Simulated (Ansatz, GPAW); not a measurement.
**A Pd chain with two C atoms in line: relaxation, then transmission at several levels**

How well does a Pd chain with two C atoms in line conduct once its atoms have relaxed, and how much do cheaper levels lose?

Method: Ansatz plane waves; relaxation of the junction with the lead ends held; PAW set soft_1, in the first sound run; inputs show where later runs differ, in GPAW 26.7.0 and Ansatz 0.2.0.

**1. The structure**

The cell holds 18 atoms: 16 Pd and 2 C. Its edges and angles: a = 9.000 Å, b = 9.000 Å, c = 42.497 Å, α = 90.0°, β = 90.0°, γ = 90.0°. Regions: left lead, 8 atoms (8 Pd); channel, 2 atoms (2 C); right lead, 8 atoms (8 Pd). Vacuum lies along a and b. The structure is stacked along c, and the current runs across the ab planes.

**2. Relaxing the atoms**

Transmission follows bond lengths closely, so the atoms between the held lead ends are relaxed first, from a slightly shaken start that lets symmetry break.

File input.yaml:

```yaml
crystal:
  lattice:
    - [9.0, 0.0, 0.0]
    - [0.0, 9.0, 0.0]
    - [0.0, 0.0, 42.497]
  atoms:
    - { symbol: Pd, position: [0.5, 0.5, 0.029413841] }
    - { symbol: Pd, position: [0.5, 0.5, 0.0882415229] }
    - { symbol: Pd, position: [0.5, 0.5, 0.1470692049] }
    - { symbol: Pd, position: [0.5, 0.5, 0.2058968868] }
    - { symbol: Pd, position: [0.5, 0.5, 0.2647245688] }
    - { symbol: Pd, position: [0.5, 0.5, 0.3235522507] }
    - { symbol: Pd, position: [0.4985588666, 0.4962330108, 0.3828556206] }
    - { symbol: Pd, position: [0.4963072847, 0.5067130519, 0.4418599751] }
    - { symbol: C, position: [0.4988024569, 0.5019017191, 0.486077786] }
    - { symbol: C, position: [0.5094465647, 0.4969224511, 0.5158117564] }
    - { symbol: Pd, position: [0.5017258021, 0.4990681632, 0.5595634032] }
    - { symbol: Pd, position: [0.5016892477, 0.5035874695, 0.6172488182] }
    - { symbol: Pd, position: [0.5, 0.5, 0.6764477493] }
    - { symbol: Pd, position: [0.5, 0.5, 0.7352754312] }
    - { symbol: Pd, position: [0.5, 0.5, 0.7941031132] }
    - { symbol: Pd, position: [0.5, 0.5, 0.8529307951] }
    - { symbol: Pd, position: [0.5, 0.5, 0.9117584771] }
    - { symbol: Pd, position: [0.5, 0.5, 0.970586159] }
kpoints:
  mp_grid: { grid: [1, 1, 2] }
hamiltonian:
  xc: pbe
  pseudopotentials: { kind: paw, azcp: { folder: soft_1 } }
scf:
  occupations: { method: fermi_dirac, width: 0.1 }
relax:
  f_tol: 0.03
  max_steps: 80
  constraints: [{ sites: [0, 1, 2, 3, 4, 5, 12, 13, 14, 15, 16, 17] }]
```

Started as:

```bash
ansatz run input.yaml --threads 4 --pin off --max-ram 8192MiB --backend cpu --events-out ev --progress --plain --runs-dir out
```

Numbers of over 12 decimals in the logs are rounded to 6 here.

The log of the run:

```text
Engine: ansatz 0.2.0, aarch64-unknown-linux-gnu
Pseudopotentials: kind: paw
Pseudopotential: Pd, paw, valence charge 18, recommended cutoff 420 eV (normal), soft_1/Pd.paw.azcp
Pseudopotential: C, paw, valence charge 4, recommended cutoff 420 eV (normal), soft_1/C.paw.azcp
Functional definition: PBE
  parameter kappa = 0.804
  parameter beta = 0.066725
  exchange = pbe_x(kappa = kappa, mu = beta*pi^2/3)
  correlation = pbe_c(beta = beta)
Crystal: 18 atoms, lattice volume = 3442.257 Å³
Basis set: ecut = 420 eV, 67243 PW (Γ), exchange–correlation on 128×128×576 points (8 copies of the dense FFT grid, shifted against one another)
Bands: 178, of which v1, the nominal top of the filled ones, is band 148 counted from 1 (147 counted from 0)
Symmetry: 1 space group operations
Space group: P1 (ITA 1), of the structure as read, at distance tolerance 1.5e-4 Å
k-points: 2
Non-local potential: Pd, projectors of the file, l = 0: 2, l = 1: 2, l = 2: 2, l = 3: 1
Non-local potential: C, projectors of the file, l = 0: 2, l = 1: 2, l = 2: 1
PAW form: soft (Blöchl's): semilocal exchange-correlation on the pseudo side does not see the compensation charge
PAW one-centre angular grid: Pd, 590 points (default); XC on 64 Gauss nodes
PAW one-centre angular grid: C, 110 points (default); XC on 64 Gauss nodes
Initial density: superposition of atomic densities (neutral atoms: chi_scale 0, normalization atom)
Initial wavefunctions: pseudopotential atomic-orbital guess
Functional: x = pbe(κ = 0.804, μ = 0.219515), c = pbe(β = 0.066725)
SCF iter   1: F=—  HF=-112051.319585 eV  |F-HF|=—  |Δ(HF+E_count)|=         —  Δρ=5.30e-2  dr2=2.01e2  ethr=3.10e-3  ⟨swp⟩=10.0  Hψ=1755  notcnv=0
preconditioner: auto → LDOS  [metal: Δε(μ)=0.089 eV  Ē_g=3.309 eV  σ=0.100 eV  W_gap=0.22  n_scr=364 (ndim 8)  ℏωp=8.2 eV  f_vac=0.801  D(μ)=32.04/eV (n_scr^D=120)  β→1.0]
SCF iter   2: F=—  HF=-112033.001606 eV  |F-HF|=—  |Δ(HF+E_count)|=    1.83e1  Δρ=4.40e-2  dr2=1.69e2  ethr=3.10e-3  ⟨swp⟩=6.0  Hψ=1256  notcnv=0
SCF iter   3: F=—  HF=-112027.048232 eV  |F-HF|=—  |Δ(HF+E_count)|=    5.95e0  Δρ=1.45e-2  dr2=4.21e1  ethr=3.10e-3  ⟨swp⟩=3.0  Hψ=940  notcnv=0  defer=23
SCF iter   4: F=—  HF=-112026.324038 eV  |F-HF|=—  |Δ(HF+E_count)|=   7.24e-1  Δρ=1.15e-2  dr2=1.41e1  ethr=3.10e-3  ⟨swp⟩=3.0  Hψ=438  notcnv=0  defer=18
SCF iter   5: F=—  HF=-112025.325103 eV  |F-HF|=—  |Δ(HF+E_count)|=   9.99e-1  Δρ=3.34e-3  dr2=1.25e0  ethr=3.10e-3  ⟨swp⟩=2.5  Hψ=424  notcnv=0  defer=13
SCF iter   6: F=—  HF=-112025.293894 eV  |F-HF|=—  |Δ(HF+E_count)|=   3.12e-2  Δρ=3.34e-3  dr2=2.01e0  ethr=4.24e-4  ⟨swp⟩=3.0  Hψ=560  notcnv=0  defer=13
SCF iter   7: F=—  HF=-112025.265983 eV  |F-HF|=—  |Δ(HF+E_count)|=   2.79e-2  Δρ=1.11e-3  dr2=1.28e-1  ethr=4.24e-4  ⟨swp⟩=1.0  Hψ=410  notcnv=0  defer=13
SCF iter   8: F=—  HF=-112025.264217 eV  |F-HF|=—  |Δ(HF+E_count)|=   1.77e-3  Δρ=5.61e-4  dr2=5.46e-2  ethr=4.33e-5  ⟨swp⟩=2.0  Hψ=340  notcnv=0  defer=13
SCF iter   9: F=—  HF=-112025.263546 eV  |F-HF|=—  |Δ(HF+E_count)|=   6.70e-4  Δρ=3.37e-4  dr2=1.40e-2  ethr=1.85e-5  ⟨swp⟩=2.0  Hψ=350  notcnv=0  defer=13
SCF iter  10: F=—  HF=-112025.264576 eV  |F-HF|=—  |Δ(HF+E_count)|=   1.03e-3  Δρ=1.65e-4  dr2=1.94e-3  ethr=4.74e-6  ⟨swp⟩=2.0  Hψ=449  notcnv=0  defer=13
SCF iter  11: F=—  HF=-112025.264566 eV  |F-HF|=—  |Δ(HF+E_count)|=   9.65e-6  Δρ=1.18e-4  dr2=1.76e-3  ethr=6.56e-7  ⟨swp⟩=2.0  Hψ=377  notcnv=0  defer=13
SCF iter  12: F=—  HF=-112025.264533 eV  |F-HF|=—  |Δ(HF+E_count)|=   3.28e-5  Δρ=5.02e-5  dr2=2.20e-4  ethr=5.96e-7  ⟨swp⟩=1.0  Hψ=338  notcnv=0  defer=13
SCF iter  13: F=—  HF=-112025.264536 eV  |F-HF|=—  |Δ(HF+E_count)|=   2.43e-6  Δρ=2.00e-5  dr2=3.02e-5  ethr=7.44e-8  ⟨swp⟩=2.0  Hψ=521  notcnv=0  defer=13
SCF iter  14: F=-112025.264533 eV  HF=-112025.264538 eV  |F-HF|=4.41e-6  |Δ(HF+E_count)|=   1.99e-6  Δρ=8.93e-6  dr2=5.20e-6  ethr=7.60e-9  ⟨swp⟩=4.0  Hψ=1129  notcnv=0
SCF 1 converged in 14 iterations: F = -112025.264533 eV  dr2 = 5.20e-6
  greatest PAW one-centre occupation: 1.000 electrons in one spin orbital (limit 2), on the Pd atom at site 6 (counted from 0), in its partial waves of l = 0
relax step   1: F+E_penalty+E_count = -112025.26453314 eV  Δ(F+E_penalty+E_count) = +0.000e0 eV  max|allowed force component| = 1.233e0 eV/Å  Δτ_max = 0.0000 Å  (14 SCF iters, dr2 threshold 2.25e-5 eV, accepted)
Initial density: handed on by an earlier stage of this run
Initial wavefunctions: those handed on with the density
iter 1 solved again at ethr=1.11e-4 eV; its pass at ethr=3.10e-3 eV (dr2=3.28e-1 eV) is discarded
SCF iter   1: F=—  HF=-112025.308183 eV  |F-HF|=—  |Δ(HF+E_count)|=         —  Δρ=1.80e-3  dr2=2.20e-1  ethr=1.11e-4  ⟨swp⟩=1.0  Hψ=1112  notcnv=0  defer=18
preconditioner: auto → LDOS  [metal: Δε(μ)=0.020 eV  Ē_g=4.195 eV  σ=0.100 eV  W_gap=0.05  n_scr=364 (ndim 8)  ℏωp=8.2 eV  f_vac=0.786  D(μ)=50.67/eV (n_scr^D=266)  β→1.0]
SCF iter   2: F=—  HF=-112025.290363 eV  |F-HF|=—  |Δ(HF+E_count)|=   1.78e-2  Δρ=7.91e-4  dr2=2.55e-2  ethr=7.42e-5  ⟨swp⟩=2.0  Hψ=601  notcnv=0  defer=18
SCF iter   3: F=—  HF=-112025.290373 eV  |F-HF|=—  |Δ(HF+E_count)|=   9.96e-6  Δρ=4.05e-4  dr2=1.04e-2  ethr=8.60e-6  ⟨swp⟩=2.0  Hψ=641  notcnv=0  defer=18
SCF iter   4: F=—  HF=-112025.289352 eV  |F-HF|=—  |Δ(HF+E_count)|=   1.02e-3  Δρ=2.30e-4  dr2=3.58e-3  ethr=3.51e-6  ⟨swp⟩=2.0  Hψ=506  notcnv=0  defer=18
SCF iter   5: F=—  HF=-112025.289291 eV  |F-HF|=—  |Δ(HF+E_count)|=   6.11e-5  Δρ=1.41e-4  dr2=1.56e-3  ethr=1.21e-6  ⟨swp⟩=2.0  Hψ=515  notcnv=0  defer=18
SCF iter   6: F=—  HF=-112025.289195 eV  |F-HF|=—  |Δ(HF+E_count)|=   9.59e-5  Δρ=4.10e-5  dr2=1.07e-4  ethr=5.28e-7  ⟨swp⟩=2.0  Hψ=555  notcnv=0  defer=18
SCF iter   7: F=-112025.289190 eV  HF=-112025.289208 eV  |F-HF|=1.83e-5  |Δ(HF+E_count)|=   1.37e-5  Δρ=2.09e-5  dr2=3.18e-5  ethr=3.21e-8  ⟨swp⟩=3.0  Hψ=1201  notcnv=0
SCF 2 converged in 7 iterations: F = -112025.289190 eV  dr2 = 3.18e-5
  greatest PAW one-centre occupation: 1.000 electrons in one spin orbital (limit 2), on the Pd atom at site 11 (counted from 0), in its partial waves of l = 0
relax step   2: F+E_penalty+E_count = -112025.28919003 eV  Δ(F+E_penalty+E_count) = -2.466e-2 eV  max|allowed force component| = 3.409e-1 eV/Å  Δτ_max = 0.0540 Å  (7 SCF iters, dr2 threshold 9.50e-5 eV, accepted)
iter 1 solved again at ethr=7.49e-4 eV; its pass at ethr=3.10e-3 eV (dr2=2.22e0 eV) is discarded
SCF iter   1: F=—  HF=-112025.502264 eV  |F-HF|=—  |Δ(HF+E_count)|=         —  Δρ=4.41e-3  dr2=7.68e-1  ethr=7.49e-4  ⟨swp⟩=1.0  Hψ=1143  notcnv=0  defer=18
eigensolver tolerance schedule: the retry pair's looser diagonalisation over-reported the residual by 1.89 of it (diagonalisation noise at 1.51 of the residual, at the tolerance the schedule requests for it); recorded, not acted on — ethr = c·dr2/N_el stays at c = 1.0e-1
preconditioner: auto → LDOS  [metal: Δε(μ)=0.011 eV  Ē_g=4.216 eV  σ=0.100 eV  W_gap=0.03  n_scr=364 (ndim 8)  ℏωp=8.2 eV  f_vac=0.786  D(μ)=50.96/eV (n_scr^D=274)  β→1.0]
SCF iter   2: F=—  HF=-112025.416017 eV  |F-HF|=—  |Δ(HF+E_count)|=   8.62e-2  Δρ=2.68e-3  dr2=2.91e-1  ethr=2.59e-4  ⟨swp⟩=3.0  Hψ=850  notcnv=0  defer=18
SCF iter   3: F=—  HF=-112025.343836 eV  |F-HF|=—  |Δ(HF+E_count)|=   7.22e-2  Δρ=6.98e-4  dr2=2.87e-2  ethr=9.84e-5  ⟨swp⟩=2.0  Hψ=644  notcnv=0  defer=18
SCF iter   4: F=—  HF=-112025.341733 eV  |F-HF|=—  |Δ(HF+E_count)|=   2.10e-3  Δρ=4.50e-4  dr2=1.25e-2  ethr=9.71e-6  ⟨swp⟩=2.0  Hψ=629  notcnv=0  defer=18
SCF iter   5: F=—  HF=-112025.341276 eV  |F-HF|=—  |Δ(HF+E_count)|=   4.57e-4  Δρ=2.64e-4  dr2=5.27e-3  ethr=4.24e-6  ⟨swp⟩=2.0  Hψ=354  notcnv=0  defer=18
SCF iter   6: F=—  HF=-112025.342896 eV  |F-HF|=—  |Δ(HF+E_count)|=   1.62e-3  Δρ=1.33e-4  dr2=7.67e-4  ethr=1.78e-6  ⟨swp⟩=2.0  Hψ=530  notcnv=0  defer=18
SCF iter   7: F=—  HF=-112025.342884 eV  |F-HF|=—  |Δ(HF+E_count)|=   1.19e-5  Δρ=3.69e-5  dr2=2.52e-4  ethr=2.59e-7  ⟨swp⟩=2.0  Hψ=515  notcnv=0  defer=18
SCF iter   8: F=—  HF=-112025.342911 eV  |F-HF|=—  |Δ(HF+E_count)|=   2.68e-5  Δρ=2.55e-5  dr2=3.24e-5  ethr=8.51e-8  ⟨swp⟩=1.0  Hψ=338  notcnv=0  defer=18
SCF iter   9: F=—  HF=-112025.342911 eV  |F-HF|=—  |Δ(HF+E_count)|=   2.05e-7  Δρ=1.20e-5  dr2=2.11e-5  ethr=1.09e-8  ⟨swp⟩=2.0  Hψ=510  notcnv=0  defer=18
SCF iter  10: F=-112025.342906 eV  HF=-112025.342911 eV  |F-HF|=4.69e-6  |Δ(HF+E_count)|=   2.05e-7  Δρ=7.49e-6  dr2=5.43e-6  ethr=2.45e-9  ⟨swp⟩=3.0  Hψ=1142  notcnv=0
SCF 3 converged in 10 iterations: F = -112025.342906 eV  dr2 = 5.43e-6
relax step   3: F+E_penalty+E_count = -112025.34290643 eV  Δ(F+E_penalty+E_count) = -5.372e-2 eV  max|allowed force component| = 5.882e-1 eV/Å  Δτ_max = 0.1963 Å  (10 SCF iters, dr2 threshold 7.26e-6 eV, accepted)
[...]
relax step   4: F+E_penalty+E_count = -112025.42392921 eV  Δ(F+E_penalty+E_count) = -8.102e-2 eV  max|allowed force component| = 5.541e-1 eV/Å  Δτ_max = 0.1997 Å  (10 SCF iters, dr2 threshold 2.64e-5 eV, accepted)
[...]
relax step   5: F+E_penalty+E_count = -112025.45929863 eV  Δ(F+E_penalty+E_count) = -3.537e-2 eV  max|allowed force component| = 1.532e-1 eV/Å  Δτ_max = 0.1950 Å  (8 SCF iters, dr2 threshold 1.00e-4 eV, accepted)
[...]
relax step   6: F+E_penalty+E_count = -112025.46978823 eV  Δ(F+E_penalty+E_count) = -1.049e-2 eV  max|allowed force component| = 5.033e-2 eV/Å  Δτ_max = 0.1204 Å  (11 SCF iters, dr2 threshold 1.79e-6 eV, accepted)
[...]
relax step   7: F+E_penalty+E_count = -112025.47047278 eV  Δ(F+E_penalty+E_count) = -6.845e-4 eV  max|allowed force component| = 6.522e-3 eV/Å  Δτ_max = 0.0304 Å  (10 SCF iters, accepted)
SCF iter   1: F=—  HF=-112025.477917 eV  |F-HF|=—  |Δ(HF+E_count)|=         —  Δρ=9.97e-4  dr2=4.56e-2  ethr=1.69e-4  ⟨swp⟩=3.0  Hψ=659  notcnv=0  defer=18
preconditioner: auto → LDOS  [metal: Δε(μ)=0.022 eV  Ē_g=4.205 eV  σ=0.100 eV  W_gap=0.05  n_scr=364 (ndim 8)  ℏωp=8.2 eV  f_vac=0.785  D(μ)=54.01/eV (n_scr^D=306)  β→1.0]
SCF iter   2: F=—  HF=-112025.472891 eV  |F-HF|=—  |Δ(HF+E_count)|=   5.03e-3  Δρ=5.94e-4  dr2=1.71e-2  ethr=1.54e-5  ⟨swp⟩=2.0  Hψ=685  notcnv=0  defer=18
SCF iter   3: F=—  HF=-112025.469254 eV  |F-HF|=—  |Δ(HF+E_count)|=   3.64e-3  Δρ=1.91e-4  dr2=3.28e-3  ethr=5.77e-6  ⟨swp⟩=2.0  Hψ=611  notcnv=0  defer=18
SCF iter   4: F=—  HF=-112025.469159 eV  |F-HF|=—  |Δ(HF+E_count)|=   9.54e-5  Δρ=1.02e-4  dr2=8.07e-4  ethr=1.11e-6  ⟨swp⟩=2.0  Hψ=504  notcnv=0  defer=18
SCF iter   5: F=—  HF=-112025.469234 eV  |F-HF|=—  |Δ(HF+E_count)|=   7.51e-5  Δρ=5.16e-5  dr2=1.90e-4  ethr=2.73e-7  ⟨swp⟩=2.0  Hψ=510  notcnv=0  defer=18
SCF iter   6: F=—  HF=-112025.469239 eV  |F-HF|=—  |Δ(HF+E_count)|=   5.34e-6  Δρ=2.59e-5  dr2=4.79e-5  ethr=6.44e-8  ⟨swp⟩=2.0  Hψ=499  notcnv=0  defer=18
SCF iter   7: F=—  HF=-112025.470681 eV  |F-HF|=—  |Δ(HF+E_count)|=   1.44e-3  Δρ=9.34e-6  dr2=4.41e-6  ethr=1.62e-8  ⟨swp⟩=2.0  Hψ=517  notcnv=0  defer=18
SCF iter   8: F=—  HF=-112025.470682 eV  |F-HF|=—  |Δ(HF+E_count)|=   9.62e-7  Δρ=3.64e-6  dr2=8.46e-7  ethr=1.49e-9  ⟨swp⟩=2.0  Hψ=515  notcnv=0  defer=18
SCF iter   9: F=—  HF=-112025.470682 eV  |F-HF|=—  |Δ(HF+E_count)|=   2.39e-7  Δρ=1.84e-6  dr2=2.12e-7  ethr=2.86e-10  ⟨swp⟩=2.0  Hψ=524  notcnv=0  defer=18
SCF iter  10: F=-112025.470682 eV  HF=-112025.470682 eV  |F-HF|=9.12e-9  |Δ(HF+E_count)|=   5.59e-8  Δρ=7.59e-7  dr2=3.23e-8  ethr=3.38e-11  ⟨swp⟩=4.5  Hψ=1150  notcnv=0
SCF 8 converged in 10 iterations: F = -112025.470682 eV  dr2 = 3.23e-8
relax step   8: F+E_penalty+E_count = -112025.47068229 eV  Δ(F+E_penalty+E_count) = -2.095e-4 eV  max|allowed force component| = 7.060e-3 eV/Å  Δτ_max = 0.0402 Å  (10 SCF iters, accepted)
SCF converged after 10 iterations
Free energy (F): -112025.470682 eV
Harris-Foulkes:  -112025.470682 eV  (|F-HF|=9.12e-9)
Internal energy: -112023.770846 eV  (E = F + TS)
E sigma→0 (E₀):  -112024.620764 eV
Entropy (-TS):   -1.699837 eV (-94.435 meV/atom)
Fermi energy:    -3.601841 eV
--- Per-component energies (eV) ---
  E_band       = -8671.036128
  E_kinetic    = 7366.917827
  E_local      = -103052.369596  (includes V_loc(G=0)·N_el)
  E_nonlocal   = 6021.682795
  E_hartree    = 45372.360426
  E_xc         = -2256.930158
  E_vxc        = -2841.583430  (∫ρ·V_xc dr)
  E_paw        = -61214.047624  (= ΣΔE_a)
  E_vpaw       = -6910.404503  (= ΣTr[D̂ρ^β])
  E_aug_tail   = 0.003776  (compensation charges beyond the density's cutoff)
  E_ewald      = -4261.388291
  E_smearing   = -1.699837  (= −TS)
  E_closure    = 0.000000  (closes the sum)
  Σ components = -112025.470682   (vs F -112025.470682, Δ=0.00e0)
--- Forces (eV/Å), atoms counted from 1 ---
  atom   1  Pd     0.00001177     0.00035209    -0.00216177
  atom   2  Pd     0.00002611     0.00047762     0.00248948
  atom   3  Pd     0.00006363     0.00184641     0.02779872
  atom   4  Pd    -0.00010493     0.00293995    -0.02415502
  atom   5  Pd    -0.00063602    -0.00880390    -0.02357929
  atom   6  Pd    -0.00051785     0.00424633     0.27553491
  atom   7  Pd    -0.00004139    -0.00074557     0.00212895
  atom   8  Pd     0.00359854    -0.00010028     0.00334437
  atom   9  C     -0.00487391    -0.00695788    -0.00668446
  atom  10  C      0.00069671     0.00617231     0.00706003
  atom  11  Pd     0.00335500     0.00153883    -0.00371737
  atom  12  Pd    -0.00033318    -0.00219493    -0.00013716
  atom  13  Pd    -0.00179727    -0.00342726    -0.27656285
  atom  14  Pd     0.00217902     0.00982990     0.02214045
  atom  15  Pd    -0.00098760    -0.00271575     0.02502077
  atom  16  Pd    -0.00046985    -0.00173847    -0.02823203
  atom  17  Pd    -0.00008543    -0.00032802    -0.00251109
  atom  18  Pd    -0.00009517    -0.00035152     0.00225302
  max |Σ_I F_I| component: 3.98e-5 eV/Å
--- Relaxed structure (8 steps of the walk, 8 accepted, 0 SCFs on fresh bases) ---
  F+E_penalty+E_count = -112025.47068229 eV   max|allowed force component| = 7.060e-3 eV/Å
  atoms:
    - { symbol: Pd, position: [0.5, 0.5, 0.029413841] }
    - { symbol: Pd, position: [0.5, 0.5, 0.088242] }
    - { symbol: Pd, position: [0.5, 0.5, 0.147069] }
    - { symbol: Pd, position: [0.5, 0.5, 0.205897] }
    - { symbol: Pd, position: [0.5, 0.5, 0.264725] }
    - { symbol: Pd, position: [0.5, 0.5, 0.3235522507] }
    - { symbol: Pd, position: [0.498692, 0.471989, 0.384342] }
    - { symbol: Pd, position: [0.499020, 0.567442, 0.442156] }
    - { symbol: C, position: [0.497422, 0.513289, 0.485171] }
    - { symbol: C, position: [0.493657, 0.489296, 0.515015] }
    - { symbol: Pd, position: [0.479164, 0.436536, 0.557992] }
    - { symbol: Pd, position: [0.507192, 0.529241, 0.615705] }
    - { symbol: Pd, position: [0.5, 0.5, 0.6764477493] }
    - { symbol: Pd, position: [0.5, 0.5, 0.7352754312] }
    - { symbol: Pd, position: [0.5, 0.5, 0.7941031132] }
    - { symbol: Pd, position: [0.5, 0.5, 0.8529307951] }
    - { symbol: Pd, position: [0.5, 0.5, 0.9117584771] }
    - { symbol: Pd, position: [0.5, 0.5, 0.970586] }
```

It took 3.3 min on 4 threads of Arm Neoverse V1, shared host; peak memory 5 GiB.

Step by step:

```tsv
step	energy less that of the first step (eV)	largest force component (eV/Å)
1	0.0000	1.2331
2	-0.0247	0.3409
3	-0.0784	0.5882
4	-0.1594	0.5541
5	-0.1948	0.1532
6	-0.2053	0.0503
7	-0.2059	0.0065
8	-0.2061	0.0071
```

The atoms that moved most (Å):

```tsv
atom	dx	dy	dz	length
Pd11	-0.203	-0.563	-0.067	0.602
Pd8	0.024	0.547	0.013	0.547
Pd12	0.050	0.231	-0.066	0.245
Pd7	0.001	-0.218	0.063	0.227
C10	-0.142	-0.069	-0.034	0.161
C9	-0.012	0.102	-0.039	0.110
```

This step gave:

| Item | Value |
| --- | --- |
| free energy | -112025.4707 eV |
| smearing term TS | 1.700 eV |
| symmetry operations | 1 |

The relaxation lowered the energy of the cell by 0.206 eV.

[end of part 1 of 3]

[Logs are printed without paths, hosts, clocks, repeated set-up lines and the standing remarks that a program may print on its own settings, such as how far it seeks lower states.]

[Hosts, paths, dates, database ids (printed as entryN), source tags and the programs' standing remarks are cut or masked in the printed files.]
